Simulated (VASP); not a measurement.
# LiH in VASP: reference runs

Aim: a first look at LiH with PBE, on the cell as given.

Everything below comes from runs of VASP 6.6.1. Logs are shortened: lines on timing, memory, paths and dates and some standing lists are left out, and cuts for length are marked.

**1. The structure**

The cell holds a sheet with vacuum, 2 atoms: a = 2.691 Å, b = 2.691 Å, c = 23.800 Å, α = 90.00°, β = 90.00°, γ = 90.00°.

The cell was built by a generator and needn't be a form met in nature.

**2. Single point, PBE**

The input, INCAR:

```
SYSTEM = LiH
ALGO     = Normal         ! electronic algorithm
DIPOL    = 0.5 0.5 0.294
EDIFF    = 1E-7           ! SCF threshold, eV
ENCUT    = 520            ! plane-wave cutoff, eV
GGA      = PE             ! functional
IDIPOL   = 3            
ISIF     = 2              ! what is computed and relaxed
ISMEAR   = -1             ! smearing method
LASPH    = .TRUE.         ! aspherical terms in the spheres
LCHARG   = .FALSE.        ! write CHGCAR
LDIPOL   = .TRUE.       
LREAL    = .FALSE.        ! projectors in reciprocal space
LWAVE    = .FALSE.        ! write WAVECAR
NBANDS   = 9              ! bands
NELM     = 100            ! most SCF steps
PREC     = Accurate       ! precision mode
SIGMA    = 0.05           ! smearing width, eV
```

The input, KPOINTS:

```
k-points
0
G
  10 10 1
  0 0 0
```

The input, POSCAR:

```
LiH
1.0
    2.6905400000      0.0000000000      0.0000000000
    0.0000000000      2.6905400000      0.0000000000
    0.0000000000      0.0000000000     23.8000000000
Li H
1 1
Direct
    0.5000000000      0.5000000000      0.2941200000
    0.0000000000      0.0000000000      0.2941200000
```

Potentials or basis: VASP PAW PBE potentials, release 64 (Li_sv, H).

Started as:

```
> cat potpaw_PBE.64/Li_sv/POTCAR potpaw_PBE.64/H/POTCAR > POTCAR
> mpirun -np 1 vasp_std > vasp.out
```

OUTCAR:

```text
SYSTEM = LiH
   EDIFF = 1E-7
   ENCUT = 520
   GGA = PE
   ISIF = 2
   ISMEAR = -1
   LASPH = .TRUE.
   LREAL = .FALSE.
   NELM = 100
   PREC = Accurate

 ion  position               nearest neighbor table
   1  0.500  0.500  0.294-
   2  0.000  0.000  0.294-

  LATTYP: Found a simple tetragonal cell.
 ALAT       =     2.6905400000
 C/A-ratio  =     8.8458079047

  Lattice vectors:

 A1 = (   2.6905400000,   0.0000000000,   0.0000000000)
 A2 = (   0.0000000000,   2.6905400000,   0.0000000000)
 A3 = (   0.0000000000,   0.0000000000,  23.8000000000)

Analysis of symmetry for initial positions (statically):
=====================================================================
 Subroutine PRICEL returns:
 Original cell was already a primitive cell.

 Routine SETGRP: Setting up the symmetry group for a
 simple tetragonal supercell.

 Subroutine GETGRP returns: Found 16 space group operations
 (whereof  8 operations were pure point group operations)
 out of a pool of 16 trial point group operations.

The static configuration has the point symmetry C_4v.
 The point group associated with its full space group is D_4h.

Analysis of symmetry for dynamics (positions and initial velocities):
=====================================================================
 Subroutine PRICEL returns:
 Original cell was already a primitive cell.

 Routine SETGRP: Setting up the symmetry group for a
 simple tetragonal supercell.

 Subroutine GETGRP returns: Found 16 space group operations
 (whereof  8 operations were pure point group operations)
 out of a pool of 16 trial point group operations.

The dynamic configuration has the point symmetry C_4v.
 The point group associated with its full space group is D_4h.

 Subroutine INISYM returns: Found 16 space group operations
 (whereof  8 operations are pure point group operations),
 and found     1 'primitive' translations

----------------------------------------------------------------------------------------

                                     Primitive cell

  volume of cell :     172.2883

  direct lattice vectors                    reciprocal lattice vectors
     2.690540000  0.000000000  0.000000000     0.371672601  0.000000000  0.000000000
     0.000000000  2.690540000  0.000000000     0.000000000  0.371672601  0.000000000
     0.000000000  0.000000000 23.800000000     0.000000000  0.000000000  0.042016807

  length of vectors
[... 90 lines left out ...]
   NUPDOWN=      -1.0000    fix difference up-down
   EMIN   =  10.00;   EMAX   =-10.00  energy-range for DOS
   EFERMI =   0.00;   METHOD = LEGACY
   ISMEAR =    -1;   SIGMA  =   0.05  broadening in eV -4-tet -1-fermi 0-gaus
   EFERMI_NEDOS =   21; number of points for ismear=-14 and -15
   IALGO  =     38    algorithm
   IMIX   =      4    mixing-type and parameters
     AMIX     =   0.40;   BMIX     =  1.00
     AMIX_MAG =   1.60;   BMIX_MAG =  1.00
  volume/ion in A,a.u.               =      86.14       581.33
  Fermi-wavevector in a.u.,A,eV,Ry     =   0.467028  0.882555  2.967636  0.218115
  Thomas-Fermi vector in A             =   1.457221
   LORBIT       =      0    0 simple, 1 ext, 2 COOP (PROOUT), +10 PAW based schemes
   GGA     = PE    functional components
   LHFCALC =     F    Hartree Fock is set to
   AEXX    =    0.0000 exact exchange contribution
   IVDW    =     0    specifies the selected vdW correction
   LEPSILON=     F    determine dielectric tensor
   LRPA    =     F    only Hartree local field effects (RPA)
 non-spin polarized calculation
  energy-cutoff  :      520.00
  volume of cell :      172.29
 maximum number of plane-waves:      4681
   NGX = 11   NGY = 11   NGZ = 89

 dipolmoment           0.000000      0.000000      0.000001 electrons x Angstroem

 number of electron       3.9999992 magnetization

 dipolmoment           0.000000      0.000000     -0.000000 electrons x Angstroem

 Free energy of the ion-electron system (eV)
  ---------------------------------------------------
  ext. energy  EPLUGINS =         0.00000000
  ---------------------------------------------------
  free energy    TOTEN  =        -5.77358741 eV

  energy without entropy =       -5.77358714  energy(sigma->0) =       -5.77358728

 E-fermi :  -2.1995     XC(G=0):  -1.2963

 val. band max:       -2.7729705194   @ k =   0.5000   0.5000   0.0000
 cond. band min:      -1.6228053503   @ k =   0.0000   0.0000   0.0000
 fundamental gap:      1.1501651691
 Fermi energy:        -2.1994558108

 k-point     1 :       0.0000    0.0000    0.0000
  band No.  band energies     occupation
      1     -48.3259      2.00000
      2      -7.1508      2.00000
      3      -1.6228      0.00002
      4       0.1425      0.00000
      5       0.5976      0.00000
      6       0.7016      0.00000
      7       1.6992      0.00000
      8       1.7027      0.00000
      9       3.3704      0.00000
[... 229 lines left out ...]
 k-point    21 :       0.5000    0.5000    0.0000
  band No.  band energies     occupation
      1     -48.2755      2.00000
      2      -2.7730      1.99998
      3       2.1672      0.00000
      4       2.1672      0.00000
      5       7.7394      0.00000
      6       8.6764      0.00000
      7       8.8454      0.00000
      8       9.1195      0.00000
      9       9.1195      0.00000

------------------------ aborting loop because EDIFF is reached ----------------------------------------

 vacuum level on the upper side and lower side of the slab       (xc-potential included)        -0.009        -0.009

  FORCE on cell =-STRESS in cart. coord.  units (eV):
  Direction    XX          YY          ZZ          XY          YZ          ZX
  --------------------------------------------------------------------------------------
  -------------------------------------------------------------------------------------
  Total       -0.0114946     -0.0114946     -0.0240876      0.0000000     -0.0000000      0.0000000
  in kB       -0.1068930     -0.1068930     -0.2240005      0.0000000     -0.0000000      0.0000000
  external PRESSURE =      -0.1459288 kB  Pullay stress =       0.0000000 kB

 VOLUME and BASIS-vectors are now :
 -----------------------------------------------------------------------------
  energy-cutoff  :      520.00
  volume of cell :      172.29
      direct lattice vectors                 reciprocal lattice vectors
     2.690540000  0.000000000  0.000000000     0.371672601  0.000000000  0.000000000
     0.000000000  2.690540000  0.000000000     0.000000000  0.371672601  0.000000000
     0.000000000  0.000000000 23.800000000     0.000000000  0.000000000  0.042016807

 POSITION                                       TOTAL-FORCE (eV/Angst)
 -----------------------------------------------------------------------------------
      1.34527      1.34527      7.00006         0.000000      0.000000      0.000000
      0.00000      0.00000      7.00006        -0.000000      0.000000     -0.000000
 -----------------------------------------------------------------------------------
    total drift:                               -0.000000      0.000000      0.000012

  FREE ENERGIE OF THE ION-ELECTRON SYSTEM (eV)
  ---------------------------------------------------
  free  energy   TOTEN  =        -5.7735874070 eV

  energy  without entropy=       -5.7735871433  energy(sigma->0) =       -5.77358728

 vacuum level on the upper side and lower side of the slab         0.400         0.400
```

Wall time 26 s (1 thread of Intel Xeon Platinum 8488C (Sapphire Rapids), shared host); peak memory 0.25 GiB.

What came out:

```
Free energy            : -5.7736 eV
Band gap on the k mesh : 1.15 eV, indirect (least direct gap 4.94 eV)
```

Levels at points of the mesh, in eV from the valence-band top:
```tsv
k point	band 1	band 2	band 3	band 4	band 5	band 6	band 7
(0.00, 0.00, 0.00)	-45.55	-4.38	1.15	2.92	3.37	3.47	4.47
(0.50, 0.00, 0.00)	-45.53	-3.00	4.52	6.07	6.56	8.00	8.34
(0.50, 0.50, 0.00)	-45.50	0.00	4.94	4.94	10.51	11.45	11.62
```

Caveat: the cutoff is under 1.25 times the usual one of these potentials, so pressure, stress and relaxed cells hold a basis-set (Pulay) error.
